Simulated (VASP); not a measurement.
# TePb (Fm-3m) in VASP: further runs, part 2 of 2

VASP 6.6.1. Earlier steps stand in the parts before.

## Step 4: Electric field gradients, PBE

Contents of INCAR:

```
SYSTEM = TePb
PREC = Accurate ; ENCUT = 520
EDIFF = 1E-8 ; ISMEAR = -1
SIGMA = 0.03 ; LREAL = .FALSE.
LASPH = .TRUE. ; NELM = 60
ALGO = Normal ; ISIF = 2
LWAVE = .FALSE. ; LCHARG = .FALSE.
GGA = PE ; LEFG = .TRUE.
NBANDS = 17
```

Contents of KPOINTS:

```
Automatic mesh
0
G
  10 10 10
  0 0 0
```

Contents of POSCAR:

```
TePb
1.0
    0.0000000000      3.2536706310      3.2536706310
    3.2536706310      0.0000000000      3.2536706310
    3.2536706310      3.2536706310      0.0000000000
Te Pb
1 1
Direct
    0.5000000000      0.5000000000      0.5000000000
    0.0000000000      0.0000000000      0.0000000000
```

Potentials or basis: VASP PAW PBE potentials, release 64 (Te, Pb_d).

Launch:

```
$ cat potpaw_PBE.64/Te/POTCAR potpaw_PBE.64/Pb_d/POTCAR > POTCAR
$ mpirun -np 1 vasp_std > vasp.out
```

OUTCAR:

```text
SYSTEM = TePb
   PREC = Accurate
   ENCUT = 520
   EDIFF = 1E-8
   ISMEAR = -1
   LREAL = .FALSE.
   LASPH = .TRUE.
   NELM = 60
   ISIF = 2
   GGA = PE

 ion  position               nearest neighbor table
   1  0.500  0.500  0.500-   2 3.25   2 3.25   2 3.25   2 3.25   2 3.25   2 3.25
   2  0.000  0.000  0.000-   1 3.25   1 3.25   1 3.25   1 3.25   1 3.25   1 3.25

  LATTYP: Found a face centered cubic cell.
 ALAT       =     6.5073412620

  Lattice vectors:

 A1 = (   0.0000000000,   3.2536706310,   3.2536706310)
[... 693 lines left out ...]
  ---------------------------------------------------
  free  energy   TOTEN  =        -7.5160354440 eV

  energy  without entropy=       -7.5160354277  energy(sigma->0) =       -7.51603544

 Electric field gradients (V/A^2)
---------------------------------------------------------------------
 ion       V_xx      V_yy      V_zz      V_xy      V_xz      V_yz
---------------------------------------------------------------------
   1       0.000     0.000    -0.000    -0.000    -0.000    -0.000
   2      -0.000     0.000     0.000    -0.000    -0.000    -0.000
---------------------------------------------------------------------

 Electric field gradients after diagonalization (V/A^2)
 (convention: |V_zz| > |V_xx| > |V_yy|)
----------------------------------------------------------------------
 ion       V_xx      V_yy      V_zz     asymmetry (V_yy - V_xx)/ V_zz
----------------------------------------------------------------------
   1       0.000     0.000    -0.000       0.000
   2       0.000     0.000    -0.000       0.000
----------------------------------------------------------------------

           NMR quadrupolar parameters

 Cq : quadrupolar parameter    Cq=e*Q*V_zz/h
 eta: asymmetry parameters     (V_yy - V_xx)/ V_zz
 Q  : nuclear electric quadrupole moment in mb (millibarn)
----------------------------------------------------------------------
 ion       Cq(MHz)       eta       Q (mb)
----------------------------------------------------------------------
   1      -0.000       0.000       1.000
   2      -0.000       0.000       1.000
----------------------------------------------------------------------
```

OSZICAR:

```text
N       E                     dE             d eps       ncg     rms          rms(c)
DAV:   1     0.150728865399E+03    0.15073E+03   -0.93026E+03  1598   0.113E+03
DAV:   2     0.300318040696E+01   -0.14773E+03   -0.14344E+03  1678   0.294E+02
DAV:   3    -0.736426995276E+01   -0.10367E+02   -0.10312E+02  2069   0.841E+01
DAV:   4    -0.763445579649E+01   -0.27019E+00   -0.26999E+00  1970   0.152E+01
DAV:   5    -0.764659912666E+01   -0.12143E-01   -0.12143E-01  2318   0.298E+00    0.317E+00
DAV:   6    -0.751742700917E+01    0.12917E+00   -0.28576E-01  2319   0.367E+00    0.194E+00
DAV:   7    -0.751405660661E+01    0.33704E-02   -0.86124E-02  1998   0.139E+00    0.910E-01
DAV:   8    -0.751617767811E+01   -0.21211E-02   -0.10305E-02  1931   0.102E+00    0.151E-01
DAV:   9    -0.751598575334E+01    0.19192E-03   -0.14929E-03  2395   0.404E-01    0.673E-02
DAV:  10    -0.751603016923E+01   -0.44416E-04   -0.16667E-04  1879   0.930E-02    0.201E-02
DAV:  11    -0.751603586403E+01   -0.56948E-05   -0.35291E-05  2191   0.469E-02    0.136E-02
DAV:  12    -0.751603588023E+01   -0.16195E-07   -0.19360E-06  1872   0.108E-02    0.101E-02
DAV:  13    -0.751603534210E+01    0.53813E-06   -0.81331E-07  2011   0.666E-03    0.279E-03
DAV:  14    -0.751603539321E+01   -0.51111E-07   -0.28375E-07  2201   0.389E-03    0.125E-03
DAV:  15    -0.751603542438E+01   -0.31168E-07   -0.17634E-08  1832   0.899E-04    0.681E-04
DAV:  16    -0.751603544696E+01   -0.22575E-07   -0.50841E-09   958   0.540E-04    0.120E-04
DAV:  17    -0.751603544395E+01    0.30034E-08   -0.81748E-10   916   0.267E-04
   1 F= -.75160354E+01 E0= -.75160354E+01  d E =-.162293E-07
```

stdout:

```text
POSCAR found type information on POSCAR TePb
 POSCAR found :  2 types and       2 ions
 scaLAPACK will be used
 LDA part: xc-table for (Slater+PW92), standard interpolation
 POSCAR, INCAR and KPOINTS ok, starting setup
 FFT: planning ... GRIDC
 FFT: planning ... GRID_SOFT
 FFT: planning ... GRID
 WAVECAR not read
 entering main loop
ion   1

ion   2
```

Wall time 42 s (1 thread of Intel Xeon Platinum 8488C (Sapphire Rapids), shared host); peak memory 0.23 GiB.

Results:

```
Free energy            : -7.5160 eV
Pressure               : 1.1 GPa
Band gap on the k mesh : 0.78 eV, direct
```

Caveat: without QUAD_EFG the Cq values of the log hold for a quadrupole moment of 1 mb, not for the nuclei; spin-orbit coupling is left out, which moves the levels of the heavy elements.

## Step 5: Electric field gradients, PBE+D3(BJ)

This run uses another cell than the first one, of 34.44 Å³/atom, 1.025 times its volume.

Contents of INCAR:

```
PREC = Accurate
ENCUT = 520
EDIFF = 1E-8
ISMEAR = -1
SIGMA = 0.03
LREAL = F
LASPH = T
NELM = 100
ALGO = Normal
ISIF = 2
LWAVE = F
LCHARG = F
GGA = PE
IVDW = 12
LEFG = T
NBANDS = 17
```

Contents of KPOINTS:

```
Automatic mesh
0
Gamma
  10 10 10
```

POSCAR is that of step 4.

Potentials or basis: VASP PAW PBE potentials, release 64 (Te, Pb_d).

Launch:

```
$ cat potpaw_PBE.64/Te/POTCAR potpaw_PBE.64/Pb_d/POTCAR > POTCAR
$ mpirun -np 1 vasp_std > vasp.out
```

OUTCAR:

```text
PREC = Accurate
   ENCUT = 520
   EDIFF = 1E-8
   ISMEAR = -1
   LREAL = F
   LASPH = T
   NELM = 100
   ISIF = 2
   GGA = PE
   IVDW = 12
 IVDW          = 12

 ion  position               nearest neighbor table
   1  0.500  0.500  0.500-   2 3.25   2 3.25   2 3.25   2 3.25   2 3.25   2 3.25
   2  0.000  0.000  0.000-   1 3.25   1 3.25   1 3.25   1 3.25   1 3.25   1 3.25

  LATTYP: Found a face centered cubic cell.
 ALAT       =     6.5073412620

  Lattice vectors:

 A1 = (   0.0000000000,   3.2536706310,   3.2536706310)
 A2 = (   3.2536706310,   0.0000000000,   3.2536706310)
 A3 = (   3.2536706310,   3.2536706310,   0.0000000000)

[... 695 lines left out ...]
  free  energy   TOTEN  =        -8.3034528020 eV

  energy  without entropy=       -8.3034527858  energy(sigma->0) =       -8.30345279

 Electric field gradients (V/A^2)
---------------------------------------------------------------------
 ion       V_xx      V_yy      V_zz      V_xy      V_xz      V_yz
---------------------------------------------------------------------
   1       0.000     0.000    -0.000    -0.000    -0.000    -0.000
   2      -0.000     0.000     0.000    -0.000    -0.000    -0.000
---------------------------------------------------------------------

 Electric field gradients after diagonalization (V/A^2)
 (convention: |V_zz| > |V_xx| > |V_yy|)
----------------------------------------------------------------------
 ion       V_xx      V_yy      V_zz     asymmetry (V_yy - V_xx)/ V_zz
----------------------------------------------------------------------
   1       0.000     0.000    -0.000       0.000
   2       0.000     0.000    -0.000       0.000
----------------------------------------------------------------------

           NMR quadrupolar parameters

 Cq : quadrupolar parameter    Cq=e*Q*V_zz/h
 eta: asymmetry parameters     (V_yy - V_xx)/ V_zz
 Q  : nuclear electric quadrupole moment in mb (millibarn)
----------------------------------------------------------------------
 ion       Cq(MHz)       eta       Q (mb)
----------------------------------------------------------------------
   1      -0.000       0.000       1.000
   2      -0.000       0.000       1.000
----------------------------------------------------------------------
```

OSZICAR:

```text
N       E                     dE             d eps       ncg     rms          rms(c)
DAV:   1     0.150728865399E+03    0.15073E+03   -0.93026E+03  1598   0.113E+03
DAV:   2     0.300318040696E+01   -0.14773E+03   -0.14344E+03  1678   0.294E+02
DAV:   3    -0.736426995276E+01   -0.10367E+02   -0.10312E+02  2069   0.841E+01
DAV:   4    -0.763445579649E+01   -0.27019E+00   -0.26999E+00  1970   0.152E+01
DAV:   5    -0.764659912666E+01   -0.12143E-01   -0.12143E-01  2318   0.298E+00    0.317E+00
DAV:   6    -0.751742700917E+01    0.12917E+00   -0.28576E-01  2319   0.367E+00    0.194E+00
DAV:   7    -0.751405660661E+01    0.33704E-02   -0.86124E-02  1998   0.139E+00    0.910E-01
DAV:   8    -0.751617767811E+01   -0.21211E-02   -0.10305E-02  1931   0.102E+00    0.151E-01
DAV:   9    -0.751598575334E+01    0.19192E-03   -0.14929E-03  2395   0.404E-01    0.673E-02
DAV:  10    -0.751603016923E+01   -0.44416E-04   -0.16667E-04  1879   0.930E-02    0.201E-02
DAV:  11    -0.751603586403E+01   -0.56948E-05   -0.35291E-05  2191   0.469E-02    0.136E-02
DAV:  12    -0.751603588023E+01   -0.16195E-07   -0.19360E-06  1872   0.108E-02    0.101E-02
DAV:  13    -0.751603534210E+01    0.53813E-06   -0.81331E-07  2011   0.666E-03    0.279E-03
DAV:  14    -0.751603539321E+01   -0.51111E-07   -0.28375E-07  2201   0.389E-03    0.125E-03
DAV:  15    -0.751603542438E+01   -0.31168E-07   -0.17634E-08  1832   0.899E-04    0.681E-04
DAV:  16    -0.751603544696E+01   -0.22575E-07   -0.50841E-09   958   0.540E-04    0.120E-04
DAV:  17    -0.751603544395E+01    0.30034E-08   -0.81748E-10   916   0.267E-04
   1 F= -.83034528E+01 E0= -.83034528E+01  d E =-.162293E-07
```

Run time: 41 s. Hardware: 1 thread of Intel Xeon Platinum 8488C (Sapphire Rapids), shared host; peak memory 0.24 GiB.

Results:

```yaml
Free_energy: -8.3035 eV
Pressure: -0.8 GPa
Band_gap_on_the_k_mesh: 0.78 eV, direct
Dispersion_energy_per_atom: -0.394 eV
```

Caveat: without QUAD_EFG the Cq values of the log hold for a quadrupole moment of 1 mb, not for the nuclei; spin-orbit coupling is left out, which moves the levels of the heavy elements.

## Step 6: Electric field gradients, PBE (volume scaled by 1.05)

Contents of INCAR:

```
PREC     = Accurate       # precision mode
ENCUT    = 520            # plane-wave cutoff, eV
EDIFF    = 1E-8           # SCF threshold, eV
ISMEAR   = -1             # smearing method
SIGMA    = 0.03           # smearing width, eV
LREAL    = F              # projectors in reciprocal space
LASPH    = T              # aspherical terms in the spheres
NELM     = 60             # most SCF steps
ALGO     = Normal         # electronic algorithm
ISIF     = 2              # what is computed and relaxed
LWAVE    = F              # write WAVECAR
LCHARG   = F              # write CHGCAR
GGA      = PE             # functional
LEFG     = T            
NBANDS   = 17             # bands
```

KPOINTS is that of step 5.

Contents of POSCAR:

```
TePb
1.0
    0.0000000000      3.2799110434      3.2799110434
    3.2799110434      0.0000000000      3.2799110434
    3.2799110434      3.2799110434      0.0000000000
Te Pb
1 1
Direct
    0.5000000000      0.5000000000      0.5000000000
    0.0000000000      0.0000000000      0.0000000000
```

Potentials or basis: VASP PAW PBE potentials, release 64 (Te, Pb_d).

Launch:

```
$ cat potpaw_PBE.64/Te/POTCAR potpaw_PBE.64/Pb_d/POTCAR > POTCAR
$ mpirun -np 1 vasp_std > vasp.out
```

OUTCAR:

```text
PREC = Accurate
   ENCUT = 520
   EDIFF = 1E-8
   ISMEAR = -1
   LREAL = F
   LASPH = T
   NELM = 60
   ISIF = 2
   GGA = PE

 ion  position               nearest neighbor table
   1  0.500  0.500  0.500-   2 3.28   2 3.28   2 3.28   2 3.28   2 3.28   2 3.28
   2  0.000  0.000  0.000-   1 3.28   1 3.28   1 3.28   1 3.28   1 3.28   1 3.28

  LATTYP: Found a face centered cubic cell.
 ALAT       =     6.5598220868

  Lattice vectors:

 A1 = (   0.0000000000,   3.2799110434,   3.2799110434)
 A2 = (   3.2799110434,   0.0000000000,   3.2799110434)
[... 691 lines left out ...]
  ---------------------------------------------------
  free  energy   TOTEN  =        -7.5228960265 eV

  energy  without entropy=       -7.5228960183  energy(sigma->0) =       -7.52289602

 Electric field gradients (V/A^2)
---------------------------------------------------------------------
 ion       V_xx      V_yy      V_zz      V_xy      V_xz      V_yz
---------------------------------------------------------------------
   1       0.000     0.000     0.000    -0.000    -0.000    -0.000
   2       0.000    -0.000     0.000    -0.001    -0.001    -0.001
---------------------------------------------------------------------

 Electric field gradients after diagonalization (V/A^2)
 (convention: |V_zz| > |V_xx| > |V_yy|)
----------------------------------------------------------------------
 ion       V_xx      V_yy      V_zz     asymmetry (V_yy - V_xx)/ V_zz
----------------------------------------------------------------------
   1       0.000     0.000    -0.000       0.000
   2       0.001     0.001    -0.001       0.000
----------------------------------------------------------------------

           NMR quadrupolar parameters

 Cq : quadrupolar parameter    Cq=e*Q*V_zz/h
 eta: asymmetry parameters     (V_yy - V_xx)/ V_zz
 Q  : nuclear electric quadrupole moment in mb (millibarn)
----------------------------------------------------------------------
 ion       Cq(MHz)       eta       Q (mb)
----------------------------------------------------------------------
   1      -0.000       0.000       1.000
   2      -0.000       0.000       1.000
----------------------------------------------------------------------
```

Run time: 57 s. Hardware: 1 thread of Intel Xeon Platinum 8488C (Sapphire Rapids), shared host; peak memory 0.23 GiB.

Results:

| Quantity | Value |
| --- | --- |
| Free energy | -7.5229 eV |
| Pressure | 0.1 GPa |
| Band gap on the k mesh | 0.82 eV, direct |

Caveat: the cell differs from its parent crystal (volume scaled by 1.05); without QUAD_EFG the Cq values of the log hold for a quadrupole moment of 1 mb, not for the nuclei; spin-orbit coupling is left out, which moves the levels of the heavy elements. A k mesh can miss the band edges.

## Step 7: The runs side by side

```csv
level,cell,gap on the mesh (eV),pressure (GPa)
PBE,"a = 4.564 Å, angles 60.0°, 2 atoms",0.73,2.3
PBE,"a = 4.601 Å, angles 60.0°, 2 atoms",0.78,1.1
PBE+D3(BJ),"a = 4.601 Å, angles 60.0°, 2 atoms",0.78,-0.8
PBE,"a = 4.638 Å, angles 60.0°, 2 atoms",0.82,0.1
```

Alike in all rows: task electric field gradients; potentials or basis VASP PAW PBE potentials, release 64 (Te, Pb_d); no spin polarisation; k mesh 10 × 10 × 10; cutoff (eV) 520; smearing fermi-dirac 0.03 eV.

Caveats: spin-orbit coupling is left out, which moves the levels of the heavy elements.

Absolute energies hang on the potentials; compare differences alone.

## Step 8: Comparison with measurements

Step 2. Measured gap of TePb: 0.19 eV (direct; 4.2 K; a printed reference work, monograph). This calculation gives 0.73 eV (+0.54 eV). Spin-orbit coupling on Pb, Te is left out. The value is that of PBE on a finite k mesh, which can miss the band edges, without temperature or zero-point motion.

Step 3. Against the measured gap of TePb, 0.19 eV (direct; 4.2 K; a printed reference work, monograph), the calculated 0.73 eV is off by +0.54 eV. Spin-orbit coupling on Pb, Te is left out. The value is that of PBE on a finite k mesh, which can miss the band edges, without temperature or zero-point motion.

Step 5. A measured gap of TePb is 0.19 eV (direct; 4.2 K; a printed reference work, monograph); the calculated 0.78 eV misses it by +0.59 eV. Spin-orbit coupling on Pb, Te is left out. The value is that of PBE+D3(BJ) on a finite k mesh, which can miss the band edges, without temperature or zero-point motion.
